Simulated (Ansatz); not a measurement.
# 1T-PbSeTe monolayer in a perpendicular field, part 2 of 2

Aim: how the 1T-PbSeTe monolayer screens a field along its normal, and what the field does to its bands. A positive field points along +c.

Ansatz 0.2.0; plane-wave DFT, PBE-D3(BJ), Ansatz PAW (set soft_1); PAW set soft_1.

So far. Step 2 (Relaxing the slab): The lattice constant a goes from 3.750 to 3.884 Å.

### Step 3. Single point, field 0

A sawtooth potential applies the field, turning back in the middle of the vacuum. With the dipole correction the typed value is the field outside the slab. The induced dipole is small, so the SCF threshold is tight.

The cell differs from the one that the last finished run ended in (c 36.953 → 22.010 Å).

input.yaml

```yaml
crystal:
  lattice:
    - [3.8837976313, 0.0, 0.0]
    - [-1.9418988157, 3.3634674119, 0.0]
    - [0.0, 0.0, 22.0099819851]
  atoms:
    - { symbol: Te, position: [0.6666666667, 0.3333333333, 0.4089053778] }
    - { symbol: Pb, position: [0.0, 0.0, 0.5147932561] }
    - { symbol: Se, position: [0.3333333333, 0.6666666667, 0.5910946222] }
kpoints:
  mp_grid: { grid: [12, 12, 1] }
  band_path:
    path: [[0, 0, 0], [0.5, 0, 0], [0.33333333, 0.33333333, 0], [0, 0, 0]]
    npoints: 16
hamiltonian:
  xc: pbe
  dispersion: d3bj
  pseudopotentials: { kind: paw, azcp: { folder: soft_1 } }
scf:
  occupations: { method: fermi_dirac, width: 0.02585 }
  convergence: { dr2_threshold: 1.0e-10 }
efield:
  axis: 3
  dipole_correction: true
  ramp_position: 0.97
  ramp_width: 0.06
  amplitude: 0
output:
  dos: { projected: true, e_range: [-6, 5] }
  write_potential: true
  write_density: true
  volumetric_format: npy
  elf: true
```

The run is started by

```console
ansatz run input.yaml --threads 2 --pin off --max-ram 3072MiB --backend cpu --events-out ev --progress --plain --runs-dir out
```

Numbers of over 12 decimals in the logs are rounded to 6 here.

The program printed:

```text
[...]
Crystal: 3 atoms, lattice volume = 287.517 Å³
Basis set: ecut = 420 eV, 5713 PW (Γ)
Bands: 28, of which v1, the nominal top of the filled ones, is band 23 counted from 1 (22 counted from 0)
Symmetry: 6 space group operations
[...]
k-points: 19 of 144 (time reversal used)
[...]
SCF iter   1: F=—  HF=-24358.845934 eV  |F-HF|=—  |Δ(HF+E_count)|=         —  Δρ=1.25e-2  dr2=2.21e0  ethr=3.10e-3  p=0.000 e·Å  D=2.43e-7 V/Å  ΔV_dip=-0.00 eV  dr2_dipole=4.47e-1  V_vac-E_F(+/−)=5.67/5.67 eV  ⟨swp⟩=11.0  Hψ=3198  notcnv=0
efield: sawtooth ramp at fractional position 0.9700 (set: `efield.ramp_position`, or a place that a band, a saddle search or an elastic batch's reference lends), width 0.0600; the density the first Hamiltonian is built on has a dipole p = 0.000 e·Å; the dipole correction subtracts the counter field D = 2.43e-7 V/Å, which shifts the + side's vacuum level by -0.00 eV against the − side's; the planar-averaged density in the ramp window peaks in size at 5.6e-6 e/Å³
[...]
SCF iter   2: F=—  HF=-24358.624293 eV  |F-HF|=—  |Δ(HF+E_count)|=   2.22e-1  Δρ=4.05e-3  dr2=1.36e-1  ethr=3.10e-3  p=-0.012 e·Å  D=-7.33e-3 V/Å  ΔV_dip=0.16 eV  dr2_dipole=3.51e-2  V_vac-E_F(+/−)=5.53/5.37 eV  ⟨swp⟩=3.0  Hψ=845  notcnv=0  defer=5
[...]
SCF iter  11: F=-24358.618917 eV  HF=-24358.618917 eV  |F-HF|=4.37e-11  |Δ(HF+E_count)|=  8.73e-11  Δρ=7.93e-8  dr2=1.82e-11  ethr=1.00e-12  p=-0.026 e·Å  D=-1.61e-2 V/Å  ΔV_dip=0.35 eV  dr2_dipole=4.71e-13  V_vac-E_F(+/−)=5.57/5.21 eV  ⟨swp⟩=5.7  Hψ=1890  notcnv=0
SCF 1 converged in 11 iterations: F = -24358.618917 eV  dr2 = 1.82e-11
[...]
NSCF: frozen V_eff on 49 k-points
efield: sawtooth ramp at fractional position 0.9700 (kept from the solve that this one continues, or follows in the run), width 0.0600; the density the first Hamiltonian is built on has a dipole p = -0.026 e·Å; the dipole correction subtracts the counter field D = -1.61e-2 V/Å, which shifts the + side's vacuum level by +0.35 eV against the − side's; the planar-averaged density in the ramp window peaks in size at 5.6e-6 e/Å³
WARN: The output density's exchange-correlation potential varies sharply where the density is thin. Do not read a vacuum level from v_tot or v_xc, or from such a field of the output density. On a cell that repeats whose density bears no net charge and no dipole along the vacuum's axis use v_es (v_loc + v_h of the components); under efield.dipole_correction with no amplitude use v_es + v_field, which holds any externa [...]
SCF converged after 11 iterations
Free energy (F): -24358.618917 eV
[...]
Internal energy: -24358.611735 eV  (E = F + TS)
E sigma→0 (E₀):  -24358.615326 eV
Entropy (-TS):   -0.007183 eV (-2.394 meV/atom)
Fermi energy:    -1.062270 eV
Dipole field:    D = -0.016067 V/Å  (p = -0.025530 e·Å, saw-weighted, corrected)
Work function:   Φ+ = 5.5686 eV   Φ− = 5.2149 eV
Levels:          The Fermi level and band energies are counted from a zero that moves with the ramp; work functions are not
[...]
--- Band table (eV; the first three rows and the last of 19) ---
  k-point 0: bands = [... 19 lower, -1.4946, -1.4946, -0.7854, -0.1111, -0.1111, 2.3037, 3.5415, 3.5415, ... 1 higher]
  k-point 1: bands = [... 19 lower, -2.0556, -1.5940, -0.8209, -0.2913, -0.2059, 2.6248, 3.1066, 3.6203, ... 1 higher]
  k-point 2: bands = [... 19 lower, -2.8039, -1.8488, -1.7360, -0.4348, -0.2634, 2.3338, 3.3871, 3.7494, ... 1 higher]
  k-point 18: bands = [... 19 lower, -4.2034, -4.1555, -2.6960, -2.1105, -1.4367, 2.2551, 2.3633, 3.8664, ... 1 higher]
```

Wall time 8.7 s (2 threads of Intel Xeon 6975P-C (Granite Rapids), shared host); peak memory 0.66 GiB; 17 s of CPU time.

In the SCF lines HF is the Harris–Foulkes energy and dr2 the Hartree energy of the density residual, in eV; the loop may stop once dr2 is under the threshold and the program's other checks hold. Hψ counts applications of the Hamiltonian.

This step gave:

```yaml
energy_at_zero_smearing: -24358.6153 eV
work_function_upper_face: 5.569 eV
work_function_lower_face: 5.215 eV
dipole_along_the_normal: -0.02553 e·Å
step_between_the_vacuum_levels: 0.3537 eV
```

Running mean over a fixed 2.8 Å (it still follows the layers) of the planar mean; the ramp of the sawtooth is left out. The electron's electrostatic potential energy less the Fermi level by z:

```csv
z (Å),electron's electrostatic potential energy less the Fermi level (eV)
3,5.21
4,5.21
5,5.21
6,5.14
7,3.92
8,0.486
9,-1.86
10,-4.10
11,-4.70
12,-4.78
13,-1.18
14,2.49
15,4.79
16,5.53
17,5.57
18,5.57
19,5.57
```

The density of states has structure finer than the step of the table below, so its rows give means over 0.25 eV, whole bins alone (the curve runs from -6 to 1.99 eV). Peaks (eV: height): -2.720: 4.85, -2.110: 4.67, -1.640: 6.38, -1.530: 10.8, -1.070: 7.27, -0.070: 5.29, 0.860: 6.77.

Density of states against energy, zero at the Fermi level; means over each step:

```csv
energy (eV),density of states (states/eV a cell)
-4.50,0
-4.25,0.00447
-4.00,1.13
-3.75,1.51
-3.50,1.70
-3.25,1.25
-3.00,1.59
-2.75,3.13
-2.50,2.32
-2.25,2.38
-2.00,2.12
-1.75,3.24
-1.50,5.68
-1.25,1.89
-1.00,2.82
-0.75,2.12
-0.50,2.37
-0.25,2.08
0.00,3.77
0.25,2.19
0.50,1.67
0.75,2.37
1.00,0.315
1.25,0
```

Projected DOS per atom over height of the atomic layer and energy from the Fermi level. Layers: Te Pb Se from below.

Ten even steps from '_' (0.00 states/eV) to '@' (2.05 states/eV), each cell a mean:
```
______
______
______
++..::
++..::
@@..==
++..--
++__==
==__++
@@::@@
--::##
==::++
==--++
----==
..::::
::::::
......
______
______
______
______
______
```
Columns: height of the atomic layer (Å) from 9 to 13.0 (not evenly spaced); rows upwards: energy from the Fermi level (eV) from -5.96 to 1.96.

The electronic bands at the labelled points (eV, zero at the Fermi level):

```csv
point,band 20,band 21,band 22,band 23,band 24,band 25,band 26,band 27
Γ,-0.43,-0.43,0.28,0.95,0.95,3.37,4.60,4.60
halfway,-1.97,-1.38,-1.10,0.36,0.42,3.10,4.60,4.84
M,-2.73,-1.65,-1.65,-0.41,-0.07,2.99,3.65,4.62
halfway,-2.85,-2.46,-1.50,-1.00,-0.08,3.22,3.78,4.47
K,-3.14,-3.09,-1.63,-1.05,-0.37,3.32,3.43,4.93
halfway,-2.33,-1.74,-1.20,-0.41,0.68,3.53,3.92,4.88
Γ,-0.43,-0.43,0.28,0.95,0.95,3.37,4.60,4.60
```

ELF in the ca plane at fractional y = 0.000, with atoms of Pb within 0.2 Å of it. It is the smooth field of the valence electrons, not physical close to the nuclei.

Ten even steps from '0' (0.00) to '9' (0.75), each cell a mean:
```
00000000000000000111124530034210000000000000
00000000000000012333323454453222100000000000
00000000000000135677643345434566531000000000
00000000000001357888774222236899863100000000
00000000000001368987776311247999975200000000
00000000000001368987775211247899974200000000
00000000000000246888764333335788752100000000
00000000000000023555433455543344320000000000
00000000000000001122123542244211000000000000
00000000000000000000124520035210000000000000
```
Columns run along c (16.0 Å, from fractional 0.10 to 0.83 of the cell), rows up along a (3.9 Å). Atoms in or near the plane, at fractional coordinates: Pb at (0.51, 0.00).

Valence density in the ca plane at fractional y = 0.000, with atoms of Pb within 0.2 Å of it. It is the smooth field of the valence electrons, not physical close to the nuclei.

Values in e/Å³, 6 rows by 16 columns, each cell a mean:
```
0.0 0.0 0.0 0.0 0.1 0.1 1.4 4.1 0.4 0.0 0.0 0.0 0.0 0.0 0.0 0.0
0.0 0.0 0.0 0.0 0.1 0.2 0.3 0.6 0.2 0.1 0.0 0.0 0.0 0.0 0.0 0.0
0.0 0.0 0.0 0.0 0.3 0.3 0.1 0.1 0.3 0.2 0.0 0.0 0.0 0.0 0.0 0.0
0.0 0.0 0.0 0.0 0.2 0.2 0.1 0.2 0.2 0.2 0.0 0.0 0.0 0.0 0.0 0.0
0.0 0.0 0.0 0.0 0.1 0.1 0.5 1.2 0.3 0.1 0.0 0.0 0.0 0.0 0.0 0.0
0.0 0.0 0.0 0.0 0.0 0.1 1.8 5.4 0.5 0.0 0.0 0.0 0.0 0.0 0.0 0.0
```
Columns run along c (16.0 Å, from fractional 0.19 to 0.92 of the cell), rows up along a (3.9 Å). Atoms in or near the plane, at fractional coordinates: Pb at (0.51, 0.00).

Electrostatic potential energy in the ca plane at fractional y = 0.000, with atoms of Pb within 0.2 Å of it. With pseudopotentials it is smooth inside the atoms' cores, unlike the true potential.

Ten even steps from '0' (-36 eV) to '9' (4 eV), each cell a mean:
```
99999999999999999999997200004899999999999999
99999999999999999999998610026899999999999999
99999999999999999988898875578899999999999999
99999999999999999887889988888888999999999999
99999999999999999876789999998888999999999999
99999999999999999877789999998888999999999999
99999999999999999988889887788889999999999999
99999999999999999999998741257899999999999999
99999999999999999999998400005899999999999999
99999999999999999999997100003899999999999999
```
Columns run along c (16.0 Å, from fractional 0.10 to 0.83 of the cell; values clipped at the 3rd and 97th percentile), rows up along a (3.9 Å). Atoms in or near the plane, at fractional coordinates: Pb at (0.51, 0.00).

The work function of the upper face is 5.57 eV.

### Step 4. Atoms held, field 0.1 V/Å

input.yaml: that of step 3 with these lines changed.

```diff
@@ -24,7 +24,6 @@
   dipole_correction: true
-  ramp_position: 0.97
-  ramp_width: 0.06
-  amplitude: 0
+  ramp_position: 0.9318
+  ramp_width: 0.1363
+  amplitude: 0.1
 output:
-  dos: { projected: true, e_range: [-6, 5] }
   write_potential: true
@@ -32,2 +31 @@
   volumetric_format: npy
-  elf: true
```

The program printed:

```text
[...]
Crystal: 3 atoms, lattice volume = 287.517 Å³
Basis set: ecut = 420 eV, 5713 PW (Γ)
Bands: 28, of which v1, the nominal top of the filled ones, is band 23 counted from 1 (22 counted from 0)
Symmetry: 6 space group operations
[...]
k-points: 19 of 144 (time reversal used)
[...]
k-point 0: bands = [... 19 lower, -1.5001, -1.5001, -0.7911, -0.1242, -0.1242, 2.2772, 3.5331, 3.5331, ... 1 higher]
  k-point 1: bands = [... 19 lower, -2.0588, -1.5997, -0.8335, -0.3002, -0.2189, 2.5972, 3.0851, 3.6119, ... 1 higher]
  k-point 2: bands = [... 19 lower, -2.8049, -1.8546, -1.7497, -0.4476, -0.2728, 2.3196, 3.3564, 3.7409, ... 1 higher]
  k-point 18: bands = [... 19 lower, -4.2132, -4.1639, -2.7033, -2.1256, -1.4463, 2.2452, 2.3552, 3.8542, ... 1 higher]
[key lines of the parts left out:]
SCF converged after 11 iterations
Free energy (F): -24358.618686 eV
Fermi energy:    -1.072875 eV
Dipole field:    D = 0.013162 V/Å  (p = 0.020914 e·Å, saw-weighted, corrected)
```

It took 8.5 s on 2 threads; peak memory 0.58 GiB.

The dipole is 0.0209 e·Å, 0.0464 e·Å from its value without field.

### Step 5. Single point, field -0.1 V/Å

input.yaml: that of step 4 with these lines changed.

```diff
@@ -26,3 +26,3 @@
   ramp_width: 0.1363
-  amplitude: 0.1
+  amplitude: -0.1
 output:
```

The program printed:

```text
[...]
Crystal: 3 atoms, lattice volume = 287.517 Å³
Basis set: ecut = 420 eV, 5713 PW (Γ)
Bands: 28, of which v1, the nominal top of the filled ones, is band 23 counted from 1 (22 counted from 0)
Symmetry: 6 space group operations
[...]
k-points: 19 of 144 (time reversal used)
[...]
k-point 0: bands = [... 19 lower, -1.4900, -1.4900, -0.7808, -0.0990, -0.0990, 2.3256, 3.5489, 3.5489, ... 1 higher]
  k-point 1: bands = [... 19 lower, -2.0533, -1.5894, -0.8093, -0.2835, -0.1938, 2.6456, 3.1197, 3.6278, ... 1 higher]
  k-point 2: bands = [... 19 lower, -2.8040, -1.8439, -1.7231, -0.4229, -0.2549, 2.3441, 3.4079, 3.7570, ... 1 higher]
  k-point 18: bands = [... 19 lower, -4.1944, -4.1481, -2.6895, -2.0963, -1.4280, 2.2639, 2.3703, 3.8773, ... 1 higher]
[key lines of the parts left out:]
SCF converged after 11 iterations
Free energy (F): -24358.623792 eV
Fermi energy:    -1.052563 eV
Dipole field:    D = -0.045288 V/Å  (p = -0.071958 e·Å, saw-weighted, corrected)
```

Run time: 8.9 s. Hardware: 2 threads; peak memory 0.58 GiB; 17 s of CPU time.

The dipole is -0.0720 e·Å, -0.0464 e·Å from its value without field.

### Step 6. Response, atoms held

This step: plane-wave DFT, PBE-D3(BJ), Ansatz PAW (set soft_1); response to a field along the normal, atoms held; PAW set soft_1 (Ansatz 0.2.0).

The dipoles give the slope, and the difference of two potentials shows where the field is screened.

Numbers from this step:

| Item | Value |
| --- | --- |
| equivalent conductor thickness p/(ε₀AE) | 6.432 Å |
| distance between the outer atoms | 4.010 Å |

Dipole of the cell against applied field:

```csv
applied field (V/Å),dipole of the cell (e·Å)
-0.1000,-0.0720
0.0000,-0.0255
0.1000,0.0209
```

Local field over the applied field, running mean. From the potentials at -0.1 and 0.1 V/Å; running mean over 2.5 Å. Table of local field over applied field by z:

```csv
z (Å),local field over applied field
4.5,0.998
5.0,0.993
5.5,0.979
6.0,0.945
6.5,0.867
7.0,0.732
7.5,0.559
8.0,0.381
8.5,0.217
9.0,0.0898
9.5,0.0283
10.0,0.0155
10.5,0.0121
11.0,0.00888
11.5,0.0164
12.0,0.0275
12.5,0.0539
13.0,0.140
13.5,0.288
14.0,0.466
14.5,0.646
15.0,0.807
15.5,0.915
16.0,0.968
16.5,0.989
17.0,0.996
17.5,0.999
```

Electrons, planar mean, per unit field. Induced electron density against z:

```csv
z (Å),induced electron density (e/Å³ per V/Å)
4.5,1.0e-5
5.0,3.2e-5
5.5,9.7e-5
6.0,2.7e-4
6.5,7.1e-4
7.0,0.00166
7.5,0.00310
8.0,0.00331
8.5,0.00112
9.0,4.0e-4
9.5,5.3e-4
10.0,5.9e-5
10.5,-7.1e-4
11.0,-1.3e-4
11.5,5.3e-4
12.0,2.4e-4
12.5,-6.3e-4
13.0,-6.2e-4
13.5,-0.00213
14.0,-0.00368
14.5,-0.00246
15.0,-0.00110
15.5,-4.2e-4
16.0,-1.5e-4
16.5,-4.8e-5
17.0,-1.5e-5
17.5,-4.4e-6
```

By hand: between -0.1 and 0.1 V/Å the dipole changes by 0.09287 e·Å, a slope of 0.4644 e·Å²/V. A perfect conductor of thickness t has p = ε₀AEt, so t = 180.95 × 0.4644 / 13.063 = 6.43 Å (e/ε₀ = 180.95 V·Å, A in Å²).

The induced dipole is that of a conductor 6.43 Å thick.

### Step 7. Summary of results

- gap without field: none
- work function, upper face: 5.57 eV
- step between the vacuum levels: 0.354 eV
- equivalent conductor thickness, atoms held: 6.43 Å

The induced dipole equals that of a perfect conductor 6.43 Å thick, while the outer atoms lie 4.01 Å apart. The two faces differ: the vacuum level above lies 0.35 eV higher than the one below. There is no gap over 0.03 eV, with or without the field. Spin-orbit coupling is left out, which matters for the bands of elements this heavy.

[Logs are printed without paths, hosts, clocks, repeated set-up lines and the standing remarks that a program may print on its own settings, such as how far it seeks lower states.]

[Hosts, paths, dates, database ids (printed as entryN), source tags and the programs' standing remarks are cut or masked in the printed files.]

[Maps of the electrostatic potential energy from Ansatz leave out the sawtooth potential of an applied field or a dipole correction, so their vacuum need not be flat; planar profiles and work functions include it.]

[The density of states shown here was stored with 400 of the rows of the run's finer table, so its peaks can read low, often by over a quarter, or be missed, and its means over a window can be off by a tenth or more.]
